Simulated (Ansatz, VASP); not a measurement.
## Ru in VASP and in Ansatz

File INCAR:

```
PREC = Accurate ; ENCUT = 520
EDIFF = 1E-7 ; ISMEAR = -1
SIGMA = 0.05 ; LREAL = False
LASPH = True ; NELM = 60
ALGO = Fast ; ISIF = 2
LWAVE = False ; LCHARG = False
GGA = PE ; NBANDS = 13
```

File KPOINTS:

```
Automatic mesh
0
Gamma
  12 12 12
```

POSCAR

```
Ru
1.0
    0.0536490000      1.9386870000      1.9070040000
    1.9461440000      0.0409510000      1.9197030000
    1.9522850000      1.9575260000      0.0348100000
Ru
1
Direct
   -0.0031480000     -0.0304750000      0.0180430000
```

The input input.yaml:

```yaml
crystal:
  lattice:
    - [0.053649, 1.938687, 1.907004]
    - [1.946144, 0.040951, 1.919703]
    - [1.952285, 1.957526, 0.03481]
  atoms:
    - { symbol: Ru, position: [-0.003148, -0.030475, 0.018043] }
hamiltonian:
  xc: pbe
  pseudopotentials: { kind: paw }
kpoints:
  mp_grid: { grid: [12, 12, 12] }
scf:
  occupations: { method: fermi_dirac, width: 0.05 }
output:
  forces: true
  stress: true
  eigenvalues: true
  write_density: true
  write_potential: true
  elf: true
  volumetric_format: npy
```

Change from the starting cell: cell strained at random at fixed volume.

Alike in both runs: task single point; functional PBE; k mesh 12 × 12 × 12; occupations fermi-dirac, width 0.05 eV; no spin polarisation.

|  | VASP | Ansatz |
| --- | --- | --- |
| version | VASP 6.6.1 | Ansatz 0.2.0 |
| potentials or method | VASP PAW PBE potentials, release 64 (Ru_pv) | Ansatz PAW |
| plane-wave cutoff (eV) | 520 | 420 |
| valence electrons in the cell | 14 | 16 |

VASP gave:

| Quantity | Value |
| --- | --- |
| gap on the k mesh at the Fermi level (eV) | none |
| pressure (GPa) | -4.3 |
| largest component of the traceless stress (GPa) | 7.51 |

**Question.** What did Ansatz give for the same quantities?

**Answer.** gap on the k mesh at the Fermi level (eV): none; pressure (GPa): -4.2; largest component of the traceless stress (GPa): 7.52.

A gap of «none» marks a metal or a gap that the smearing closes. The two sets of potentials don't hold the same shells in valence.
